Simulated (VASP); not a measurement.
## A slab model of a few sheets of CdBr2

Aim: model a few sheets of CdBr2 by a slab and find how far its highest filled level lies below the vacuum.

Program: VASP 6.6.1. Level of theory: LDA; plane waves and PAW (Br, Cd). Results are calculated unless marked as measured.

Most raw output is cut from this account.

### 1. Starting point

The cell holds 9 atoms: 6 Br and 3 Cd. Its edges and angles: a = 3.950 Å, b = 3.950 Å, c = 30.558 Å, α = 90.0°, β = 90.0°, γ = 120.0°. It derives from CdBr2. A few sheets cut from a layered arrangement of the crystal. Vacuum lies along c.

Structure file:

```
Br Cd
1.0
     3.95000    0.00000    0.00000
    -1.97500    3.42080    0.00000
     0.00000    0.00000   30.55833
Br Cd
6 3
Direct
  0.66667 0.33333 0.75457
  0.33333 0.66667 0.65274
  0.00000 0.00000 0.55091
  0.66667 0.33333 0.44909
  0.33333 0.66667 0.34726
  0.00000 0.00000 0.24543
  0.00000 0.00000 0.70365
  0.33333 0.66667 0.50000
  0.66667 0.33333 0.29635
```

### 2. Surface relaxation

All atoms relax at the fixed cell.

The input, INCAR:

```
SYSTEM = CdBr2
PREC = Normal
ENCUT = 300
EDIFF = 1E-05
NELM = 120
ISMEAR = 0
SIGMA = 0.05
LREAL = .FALSE.
ALGO = Fast
GGA = CA
NBANDS = 48
LORBIT = 11
LWAVE = .FALSE.
LCHARG = .FALSE.
KPAR = 4
IBRION = 2
NSW = 40
ISIF = 2
EDIFFG = -0.03
POTIM = 0.4
MAXMIX = 40
IDIPOL = 3
LDIPOL = .TRUE.
DIPOL = 0.5 0.5 0.5
```

The input, POSCAR:

```
CdBr2
1.0
    3.9500000000      0.0000000000      0.0000000000
   -1.9750000000      3.4208003450      0.0000000000
    0.0000000000      0.0000000000     30.5583333332
Br Cd
6 3
Direct
    0.6666666670      0.3333333330      0.7545677670
    0.3333333330      0.6666666670      0.6527406600
    0.0000000000      0.0000000000      0.5509135530
    0.6666666670      0.3333333330      0.4490864470
    0.3333333330      0.6666666670      0.3472593400
    0.0000000000      0.0000000000      0.2454322330
    0.0000000000      0.0000000000      0.7036542130
    0.3333333330      0.6666666670      0.5000000000
    0.6666666670      0.3333333330      0.2963457870
```

The input, KPOINTS:

```
Automatic mesh
0
Gamma
9 9 1
0 0 0
```

Potentials, in the order of the species: Br and Cd (LDA family, release 64).

Run with:

```
$ mpirun -np 4 vasp_std
```

Elapsed: 29 s, on 4 MPI ranks of Intel Xeon Platinum 8488C (Sapphire Rapids), shared host; peak memory 0.89 GiB; 1.9 min of CPU time.

The gap is read on the k-mesh alone, so it is an upper bound where the band edges lie off the mesh. The run keeps the 12 symmetry operations of its start, so it cannot find a distortion of lower symmetry.

Relaxation path:

| step | energy less that of the first step (eV) | largest force (eV/Å) |
| --- | --- | --- |
| 1 | 0.0000 | 0.1385 |
| 2 | -0.0028 | 0.1124 |
| 3 | -0.0069 | 0.0232 |

The atoms that moved most (Å):

| atom | dx | dy | dz | length |
| --- | --- | --- | --- | --- |
| Br1 | 0.000 | 0.000 | -0.021 | 0.021 |
| Br6 | 0.000 | 0.000 | 0.021 | 0.021 |
| Br4 | 0.000 | 0.000 | 0.016 | 0.016 |
| Br3 | 0.000 | 0.000 | -0.016 | 0.016 |
| Br2 | 0.000 | 0.000 | 0.016 | 0.016 |
| Br5 | 0.000 | 0.000 | -0.016 | 0.016 |

Final coordinates:

```xyz
9
Lattice="3.9500 0.0000 0.0000 -1.9750 3.4208 0.0000 0.0000 0.0000 30.5583" Properties=species:S:1:pos:R:3
Br    1.9750    1.1403   23.0370
Br    0.0000    2.2805   19.9628
Br    0.0000    0.0000   16.8188
Br    1.9750    1.1403   13.7395
Br    0.0000    2.2805   10.5955
Br    0.0000    0.0000    7.5214
Cd    0.0000    0.0000   21.5034
Cd    0.0000    2.2805   15.2792
Cd    1.9750    1.1403    9.0550
```

Numbers from this step:

```
electronic cycles                               : 31
electrons                                       : 78
free energy (TOTEN)                             : -24.68 eV
Fermi energy                                    : -2.610 eV
labelled metallic, from the levels on this mesh : no
dipole moment                                   : 0, 0, 0 e·Å
gap on the k-mesh                               : 2.847 eV
least direct gap on the k-mesh                  : 2.847 eV
```

The run ended after 3 ionic steps, 0.007 eV below its first step, once the forces on the free atoms met EDIFFG = -0.03.

Only the dipole across the slab is computed (IDIPOL = 3); zeros along the plane are no results.

### 3. Vacuum level and density of states

A static run writes the electrostatic potential without exchange and correlation (LVHAR), which is flat in the vacuum and gives the level to count from. The dipole correction cancels the field that unlike faces would set up across the vacuum.

The input, INCAR:

```
SYSTEM = CdBr2
PREC = Normal
ENCUT = 300
EDIFF = 1E-06
NELM = 120
ISMEAR = 0
SIGMA = 0.05
LREAL = .FALSE.
ALGO = Fast
GGA = CA
NBANDS = 61
LORBIT = 11
LWAVE = .TRUE.
LCHARG = .TRUE.
IDIPOL = 3
LDIPOL = .TRUE.
DIPOL = 0.5 0.5 0.5
LVHAR = .TRUE.
LVACPOTAV = .TRUE.
LELF = .TRUE.
NEDOS = 1500
```

The input, POSCAR:

```
CdBr2
1.0
    3.9500000000      0.0000000000      0.0000000000
   -1.9750000000      3.4208003450      0.0000000000
    0.0000000000      0.0000000000     30.5583333332
Br Cd
6 3
Direct
    0.6666666670      0.3333333330      0.7538681228
    0.3333333330      0.6666666670      0.6532685701
    0.0000000000      0.0000000000      0.5503845604
    0.6666666670      0.3333333330      0.4496154396
    0.3333333330      0.6666666670      0.3467314299
    0.0000000000      0.0000000000      0.2461318772
    0.0000000000      0.0000000000      0.7036820796
    0.3333333330      0.6666666670      0.5000000000
    0.6666666670      0.3333333330      0.2963179204
```

KPOINTS is that of step 2.

The input, KPOINTS_OPT:

```
Line mode
14
Line-mode
Reciprocal
  0.00000000   0.00000000   0.00000000 GAMMA
  0.50000000   0.00000000   0.00000000 M

  0.50000000   0.00000000   0.00000000 M
  0.33333333   0.33333333   0.00000000 K

  0.33333333   0.33333333   0.00000000 K
  0.00000000   0.00000000   0.00000000 GAMMA
```

Run with:

```
$ mpirun -np 4 vasp_std
```

It took 56 s on 4 MPI ranks; peak memory 0.71 GiB; 3.5 min of CPU time.

This step gave:

```
electronic cycles                                 : 18
Fermi energy                                      : -2.642 eV
least gap on mesh and path                        : 2.846 eV
least direct gap on mesh and path                 : 2.847 eV
vacuum levels                                     : 4.422, 4.422 eV
ionisation potentials of the upper and lower face : 7.287, 7.287 eV
electron affinities of the upper and lower face   : 4.441, 4.441 eV
```

The electronic bands at the labelled points (eV, zero at the valence-band top; v1 is the highest filled band, c1 the lowest empty one):

```
          point     v4     v3     v2     v1    c1    c2    c3    c4
              Γ  -0.05  -0.05   0.00   0.00  2.85  3.29  3.81  5.08
0.46 of the way  -0.18  -0.15  -0.10  -0.02  4.11  4.18  4.23  5.79
              M  -0.29  -0.18  -0.08  -0.08  3.41  3.67  3.93  5.61
0.46 of the way  -0.46  -0.41  -0.24  -0.14  3.85  4.07  4.28  6.29
              K  -0.53  -0.47  -0.41  -0.41  4.41  4.41  4.41  6.98
0.46 of the way  -0.52  -0.43  -0.23  -0.02  4.28  4.37  4.44  6.61
              Γ  -0.05  -0.05   0.00   0.00  2.85  3.29  3.81  5.08
```

Of the projections kept (Br, Cd), the largest for each band there; the rest of the weight can lie on other orbitals:

| point | v4 | v3 | v2 | v1 | c1 | c2 | c3 | c4 |
| --- | --- | --- | --- | --- | --- | --- | --- | --- |
| Γ | Br 0.89 | Br 0.89 | Br 0.89 | Br 0.89 | Br 0.53 | Br 0.56 | Br 0.59 | Cd 0.53 |
| M | Br 0.89 | Br 0.89 | Br 0.89 | Br 0.90 | Cd 0.61 | Cd 0.59 | Cd 0.57 | Br 0.60 |
| K | Br 0.90 | Br 0.90 | Br 0.90 | Br 0.90 | Cd 0.52 | Cd 0.52 | Cd 0.52 | Br 0.58 |
| Γ | Br 0.89 | Br 0.89 | Br 0.89 | Br 0.89 | Br 0.53 | Br 0.56 | Br 0.59 | Cd 0.53 |

The density of states has structure finer than the step of the table below, so its rows give means over 0.5 eV, whole bins alone (the curve runs from -12.0 to 10.8 eV). Peaks (eV: height): total -6.92: 64.9, -6.66: 98.1, -3.69: 14.9, -0.08: 19.7, 4.23: 11.9, 8.44: 18.4; Br p -1.71: 8.04, -1.52: 7.09, -0.89: 6.55, -0.62: 9.97, -0.40: 11.6, -0.25: 12.0, -0.08: 12.6; Cd d -6.92: 57.5, -6.66: 90.5.

Density of states against energy, zero at the valence-band top; means over each step; values in states/eV/cell:

| energy (eV) | total | Br p | Cd d |
| --- | --- | --- | --- |
| -7.5 | 0 | 0 | 0 |
| -7.0 | 27.0 | 0.644 | 24.0 |
| -6.5 | 33.1 | 0.308 | 30.6 |
| -6.0 | 0 | 0 | 0 |
| -5.5 | 0 | 0 | 0 |
| -5.0 | 0 | 0 | 0 |
| -4.5 | 0 | 0 | 0 |
| -4.0 | 1.98 | 0.657 | 0.0869 |
| -3.5 | 9.37 | 3.15 | 0.295 |
| -3.0 | 3.48 | 1.49 | 0.0597 |
| -2.5 | 5.32 | 2.44 | 0.157 |
| -2.0 | 7.56 | 3.76 | 0.193 |
| -1.5 | 11.5 | 6.23 | 0.183 |
| -1.0 | 7.49 | 4.32 | 0.179 |
| -0.5 | 15.4 | 9.29 | 0.839 |
| 0.0 | 9.47 | 6.00 | 0.601 |
| 0.5 | 0 | 0 | 0 |
| 1.0 | 0 | 0 | 0 |
| 1.5 | 0 | 0 | 0 |
| 2.0 | 0 | 0 | 0 |
| 2.5 | 2.5e-4 | 3.1e-5 | 0 |
| 3.0 | 0.0588 | 0.00838 | 2.7e-4 |
| 3.5 | 1.45 | 0.284 | 0.00715 |
| 4.0 | 6.34 | 1.57 | 0.0286 |
| 4.5 | 4.12 | 1.18 | 0.0124 |
| 5.0 | 0.144 | 0.00146 | 0 |
| 5.5 | 1.48 | 0.0704 | 0.00313 |
| 6.0 | 3.10 | 0.184 | 0.00630 |
| 6.5 | 4.58 | 0.363 | 0.0122 |
| 7.0 | 5.02 | 0.426 | 0.0175 |
| 7.5 | 7.39 | 0.600 | 0.0871 |
| 8.0 | 9.40 | 0.736 | 0.141 |
| 8.5 | 12.7 | 1.08 | 0.201 |
| 9.0 | 9.66 | 0.821 | 0.236 |
| 9.5 | 9.50 | 0.896 | 0.225 |
| 10.0 | 8.46 | 1.07 | 0.153 |
| 10.5 | 7.99 | 0.619 | 0.152 |

The planar average of the electrostatic potential oscillates, so the rows of the table below give means over windows of 2.56 Å about each position, cut where the curve ends. Its maxima inside the range that stand out by 2 % of the span (Å: eV): 8.5: -0.299, 9.6: -0.261, 12.1: 6.59, 14.7: -0.262, 15.8: -0.262, 18.4: 6.59, 21.0: -0.261, 22.0: -0.299. Its minima: 7.6: -5.53, 9.1: -0.705, 10.5: -5.49, 13.9: -5.49, 15.3: -0.695, 16.7: -5.49, 20.1: -5.49, 21.5: -0.705, 22.9: -5.53.

Zero at the Fermi level. Table of planar average of the electrostatic potential by height; means over each step:

height (Å), planar average of the electrostatic potential (eV) and a bar from the least value:
```
     1.28       7.07 ##############################
     3.84       7.07 ##############################
     6.40       3.06 ################
     8.96      -1.64 
    11.52       1.92 ############
    14.08      -1.73 
    16.64      -1.34 #
    19.20       1.33 ##########
    21.76      -1.74 
    24.32       3.85 ###################
    26.88       7.07 ##############################
    29.44       7.07 ##############################
```

Density of states in the PAW spheres, an atom over height of the layer and energy from the Fermi level.

Values in states/eV, 22 rows by 9 columns, each cell a mean:
```
0.00 0.00 0.00 0.00 0.00 0.00 0.00 0.00 0.00
0.00 0.00 0.00 0.00 0.00 0.00 0.00 0.00 0.00
0.03 0.01 0.04 0.06 0.01 0.06 0.04 0.01 0.03
1.18 0.27 1.47 1.81 0.36 1.81 1.47 0.27 1.18
1.82 0.41 2.01 1.46 0.31 1.46 2.01 0.41 1.82
1.56 0.29 1.39 1.34 0.27 1.34 1.39 0.29 1.56
1.07 0.16 0.82 0.97 0.18 0.97 0.82 0.16 1.07
0.72 0.12 0.66 0.68 0.12 0.68 0.66 0.12 0.72
1.07 0.20 0.98 1.07 0.21 1.07 0.98 0.20 1.07
1.12 0.24 1.10 0.96 0.21 0.96 1.10 0.24 1.12
0.69 0.17 0.67 0.84 0.20 0.84 0.67 0.17 0.69
0.54 0.17 0.52 0.47 0.15 0.47 0.52 0.17 0.54
0.39 0.14 0.44 0.43 0.15 0.43 0.44 0.14 0.39
0.46 0.16 0.49 0.40 0.14 0.40 0.49 0.16 0.46
0.33 0.11 0.35 0.40 0.13 0.40 0.35 0.11 0.33
0.19 0.13 0.20 0.23 0.13 0.23 0.20 0.13 0.19
0.41 0.42 0.41 0.42 0.43 0.42 0.41 0.42 0.41
0.73 0.85 0.73 0.68 0.78 0.68 0.73 0.85 0.73
0.18 0.24 0.20 0.24 0.29 0.24 0.20 0.24 0.18
0.00 0.00 0.00 0.00 0.00 0.00 0.00 0.00 0.00
0.00 0.00 0.00 0.00 0.00 0.00 0.00 0.00 0.00
0.00 0.00 0.00 0.00 0.00 0.00 0.00 0.00 0.00
```
Columns: height of the layer (Å) from 7.5 to 23 (not evenly spaced); rows upwards: energy from the Fermi level (eV) from -4.9 to 0.5.

ELF in the ca plane at fractional y = 0.000, with atoms of Br and Cd within 0.2 Å of it. It is the smooth field of the valence electrons, not physical close to the nuclei.

Values, 6 rows by 16 columns, each cell a mean:
```
0.00 0.00 0.00 0.00 0.14 0.39 0.85 0.78 0.65 0.07 0.05 0.02 0.01 0.05 0.05 0.49
0.00 0.00 0.00 0.00 0.01 0.23 0.63 0.75 0.33 0.15 0.43 0.20 0.12 0.44 0.20 0.22
0.00 0.00 0.00 0.00 0.05 0.02 0.07 0.14 0.13 0.23 0.73 0.40 0.26 0.75 0.34 0.14
0.00 0.00 0.00 0.00 0.06 0.05 0.22 0.32 0.15 0.22 0.67 0.36 0.23 0.70 0.31 0.14
0.00 0.00 0.00 0.00 0.11 0.26 0.74 0.84 0.46 0.11 0.27 0.11 0.07 0.27 0.13 0.31
0.00 0.00 0.00 0.00 0.03 0.40 0.86 0.68 0.70 0.06 0.02 0.01 0.01 0.02 0.03 0.55
```
Columns run along c (16.0 Å, from fractional 0.01 to 0.53 of the cell), rows up along a (4.0 Å). Atoms in or near the plane, at fractional coordinates: Br at (0.25, 0.00).

Valence density in the ca plane at fractional y = 0.000, with atoms of Br and Cd within 0.2 Å of it. It is the smooth field of the valence electrons, not physical close to the nuclei.

Values in units of 1e-1 e/Å³, 6 rows by 16 columns, each cell a mean:
```
0.0 0.0 0.0 0.0 0.0 0.2 5.8 8.7 4.7 0.5 0.3 0.1 0.1 0.3 0.4 3.1
0.0 0.0 0.0 0.0 0.0 0.1 1.6 4.7 2.1 1.2 1.3 0.5 0.4 1.2 1.2 1.7
0.0 0.0 0.0 0.0 0.0 0.0 0.3 0.8 1.8 2.6 3.2 1.0 0.7 3.0 2.7 2.0
0.0 0.0 0.0 0.0 0.0 0.0 0.4 1.3 1.7 2.2 2.7 0.9 0.6 2.5 2.3 1.8
0.0 0.0 0.0 0.0 0.0 0.1 2.7 7.4 2.7 0.9 0.9 0.3 0.3 0.8 0.9 2.0
0.0 0.0 0.0 0.0 0.0 0.3 6.6 5.9 5.4 0.4 0.2 0.1 0.1 0.2 0.3 3.5
```
Columns run along c (16.0 Å, from fractional 0.01 to 0.53 of the cell), rows up along a (4.0 Å). Atoms in or near the plane, at fractional coordinates: Br at (0.25, 0.00).

Electrostatic potential energy in the ca plane at fractional y = 0.000, with atoms of Br and Cd within 0.2 Å of it. With pseudopotentials it is smooth inside the atoms' cores, unlike the true potential.

Ten even steps from '0' (-31 eV) to '9' (4 eV), each cell a mean:
```
99999999999999999710002799999999999999999985
99999999999999999851016899999999999999999988
99999999999999999988788888999999999999998888
99999999999999999999998888888899999988888888
99999999999999999999998777888889999988887778
99999999999999999999998877888899999988888778
99999999999999999998888888888999999998888888
99999999999999999985358899999999999999999988
99999999999999999830004899999999999999999987
99999999999999999700001799999999999999999984
```
Columns run along c (16.0 Å, from fractional 0.01 to 0.53 of the cell; values clipped at the 3rd and 97th percentile), rows up along a (4.0 Å). Atoms in or near the plane, at fractional coordinates: Br at (0.25, 0.00).

The density of states holds every band computed, so its fall toward the upper end of the range is no gap.

The map of layer states is cut here 0.5 eV above the Fermi level, so it leaves out the states above that, and it starts at -5 eV, leaving out a taller peak below that would set the scale.

The vacuum level lies 7.29 eV above the highest filled level at the upper face; both faces agree, as the slab has next to no dipole.

The program found no field-free point at its default tolerance, but its printed level agrees with the flat part of the planar average.

### 4. Tunnelling image, filled states within 1 eV

A partial density over this window, at constant height above the top atom, is the Tersoff-Hamann picture of a tunnelling image.

The input, INCAR:

```
SYSTEM = CdBr2
PREC = Normal
ENCUT = 300
EDIFF = 1E-05
NELM = 120
ISMEAR = 0
SIGMA = 0.05
LREAL = .FALSE.
ALGO = Fast
GGA = CA
NBANDS = 64
LWAVE = .FALSE.
LCHARG = .FALSE.
ISTART = 1
LPARD = .TRUE.
NBMOD = -2
EINT = -3.865 -2.845
LSEPB = .FALSE.
LSEPK = .FALSE.
```

POSCAR is that of step 3.

KPOINTS is that of step 3.

The run starts from files that an earlier step left in the folder.

Run with:

```
$ mpirun -np 4 vasp_std
```

Elapsed: 3.4 s, on 4 MPI ranks; 4.4 s of CPU time.

Local density of states in the window along a and b. Constant height, 2.5 Å above the top atom.

Values in units of 1e-3 e/Å³, 12 rows by 16 columns, each cell a mean:
```
0.2 0.2 0.2 0.3 0.3 0.4 0.4 0.4 0.4 0.4 0.3 0.3 0.2 0.2 0.2 0.2
0.2 0.2 0.2 0.2 0.3 0.3 0.3 0.3 0.3 0.3 0.2 0.2 0.2 0.2 0.2 0.2
0.3 0.3 0.2 0.2 0.2 0.2 0.2 0.2 0.2 0.2 0.2 0.3 0.3 0.3 0.3 0.3
0.4 0.3 0.3 0.2 0.2 0.2 0.2 0.2 0.2 0.3 0.4 0.4 0.5 0.5 0.5 0.4
0.5 0.4 0.3 0.2 0.2 0.2 0.2 0.3 0.3 0.4 0.6 0.7 0.7 0.7 0.7 0.6
0.5 0.4 0.3 0.2 0.2 0.2 0.3 0.4 0.5 0.7 0.8 0.9 1.0 0.9 0.8 0.7
0.5 0.4 0.3 0.2 0.2 0.3 0.4 0.6 0.8 1.0 1.1 1.2 1.2 1.1 0.9 0.7
0.4 0.3 0.2 0.2 0.3 0.4 0.6 0.8 1.0 1.2 1.3 1.3 1.2 1.0 0.8 0.6
0.3 0.3 0.2 0.3 0.3 0.5 0.7 0.9 1.1 1.2 1.3 1.2 1.1 0.9 0.7 0.5
0.2 0.2 0.2 0.3 0.4 0.5 0.7 0.9 1.1 1.1 1.1 1.0 0.8 0.7 0.5 0.3
0.2 0.2 0.2 0.3 0.4 0.5 0.7 0.8 0.9 0.9 0.8 0.7 0.6 0.4 0.3 0.2
0.2 0.2 0.2 0.3 0.4 0.5 0.6 0.6 0.6 0.6 0.5 0.5 0.4 0.3 0.2 0.2
```
Columns: along a (fractional) from 0 to 0.972; rows upwards: along b (fractional) from 0 to 0.972.

Partial charge density in the ca plane at fractional y = 0.000, with atoms of Br and Cd within 0.2 Å of it. It is the smooth field of the valence electrons, not physical close to the nuclei.

Ten even steps from '0' (-0.25 Å⁻³) to '9' (0.39 Å⁻³), each cell a mean:
```
33333333333333344697389644334443333344333457
33333333333333344578886544444444334444443445
33333333333333344455654444444444444444444444
33333333333333334444444434445544444445444444
33333333333333333444443334455554444455544433
33333333333333333444444334455544444455544434
33333333333333334444544444444444444444444444
33333333333333344467775444444444444444444445
33333333333333344688798544344443333444433446
33333333333333444695069644333333333333333458
```
Columns run along c (16.0 Å, from fractional 0.01 to 0.53 of the cell), rows up along a (4.0 Å). Atoms in or near the plane, at fractional coordinates: Br at (0.25, 0.00).

Shared out to the nearest atoms, the partial charge density (by size) has 92 % on Br; its largest share on one atom is 15 % (Br6), and it takes 6 of the 9 atoms to pass 80 %.

Between its 5th and 95th percentile the partial density varies by a factor of 6.4, which sets the contrast of the image.

### 5. Tunnelling image, empty states within 1 eV

INCAR: that of step 4 with these lines changed.

```diff
@@ -16,3 +16,3 @@
 NBMOD = -2
-EINT = -3.865 -2.845
+EINT = -0.039 0.981
 LSEPB = .FALSE.
```

POSCAR is that of step 4.

KPOINTS is that of step 4.

The run starts from files that an earlier step left in the folder.

Run with:

```
$ mpirun -np 4 vasp_std
```

Wall time 3.2 s (4 MPI ranks).

Local density of states in the window along a and b. Constant height, 2.5 Å above the top atom.

Values in units of 1e-4 e/Å³, 12 rows by 16 columns, each cell a mean:
```
1.3 1.3 1.4 1.4 1.5 1.6 1.6 1.7 1.7 1.6 1.6 1.5 1.4 1.3 1.3 1.3
1.4 1.4 1.4 1.5 1.5 1.6 1.6 1.6 1.6 1.5 1.5 1.4 1.4 1.4 1.3 1.3
1.5 1.5 1.5 1.5 1.5 1.6 1.6 1.6 1.5 1.5 1.5 1.5 1.5 1.4 1.4 1.4
1.6 1.6 1.6 1.6 1.6 1.6 1.6 1.6 1.6 1.6 1.6 1.6 1.6 1.6 1.6 1.6
1.7 1.6 1.6 1.6 1.6 1.6 1.6 1.6 1.6 1.7 1.7 1.7 1.7 1.7 1.7 1.7
1.7 1.6 1.6 1.6 1.5 1.6 1.6 1.7 1.7 1.8 1.8 1.8 1.8 1.8 1.8 1.8
1.7 1.6 1.6 1.5 1.5 1.6 1.6 1.7 1.8 1.9 1.9 1.9 1.9 1.9 1.8 1.8
1.6 1.5 1.5 1.5 1.5 1.6 1.7 1.8 1.9 1.9 1.9 1.9 1.9 1.9 1.8 1.7
1.5 1.4 1.4 1.5 1.5 1.6 1.7 1.8 1.9 1.9 1.9 1.9 1.9 1.8 1.7 1.6
1.4 1.4 1.4 1.4 1.5 1.6 1.7 1.8 1.9 1.9 1.9 1.8 1.8 1.7 1.6 1.5
1.3 1.3 1.3 1.4 1.5 1.6 1.7 1.8 1.8 1.8 1.8 1.7 1.6 1.5 1.4 1.4
1.3 1.3 1.3 1.4 1.5 1.6 1.7 1.7 1.7 1.7 1.7 1.6 1.5 1.4 1.3 1.3
```
Columns: along a (fractional) from 0 to 0.972; rows upwards: along b (fractional) from 0 to 0.972.

Partial charge density in the ca plane at fractional y = 0.000, with atoms of Br and Cd within 0.2 Å of it. It is the smooth field of the valence electrons, not physical close to the nuclei.

Ten even steps from '0' (-0.17 × 1e-2 Å⁻³) to '9' (2.01 × 1e-2 Å⁻³), each cell a mean:
```
00000000000000011121398201111111111111111013
00000000000000011123452111111111111111111111
00000000000000011122211122111111111111112221
00000000000000011111112343211111111111112332
00000000000000001111123454211111111111113443
00000000000000001111113444211111111111113443
00000000000000011111111233211111111111112322
00000000000000011123321111111111111111111111
00000000000000011123575111111111111111111112
00000000000000011110199310111111111111110014
```
Columns run along c (16.0 Å, from fractional 0.01 to 0.53 of the cell), rows up along a (4.0 Å). Atoms in or near the plane, at fractional coordinates: Br at (0.25, 0.00).

Shared out to the nearest atoms, the partial charge density (by size) has 56 % on Br; its largest share on one atom is 15 % (Cd7), and it takes 7 of the 9 atoms to pass 80 %.

Between its 5th and 95th percentile the partial density varies by a factor of 1.4, which sets the contrast of the image.

### 6. Derived quantities

This step: slab, LDA; plane waves and PAW (VASP 6.6.1).

No new run; the numbers come from the runs before.

Numbers from this step:

```yaml
ionisation_potential_at_the_upper_face: 7.287 eV
```

### 7. What came out

| Quantity | Value |
| --- | --- |
| ionisation potential of the slab | 7.29 eV |

**Reading.** The ionisation potential is 7.29 eV at both faces. The atom that ends on top (Br) moved inwards by 0.02 Å, counted from the mean of all atoms. Semilocal band edges put the ionisation potential too low and the gap too small. The cell in the plane was kept as given and was not relaxed here. The slab has a gap, so the level below the vacuum is counted from the highest filled level.

[Lines on the potential files, build, host, timing and source positions are cut from VASP's logs without a mark.]

[Logs are printed without paths, hosts, clocks, repeated set-up lines and the standing remarks that a program may print on its own settings, such as how far it seeks lower states.]

[Hosts, paths, dates, database ids (printed as entryN), source tags and the programs' standing remarks are cut or masked in the printed files.]

[In band tables of VASP the shares of atoms and orbitals are scaled to a sum of 1 inside the atoms' spheres.]

[Runs that stopped without an error message from VASP are left out.]
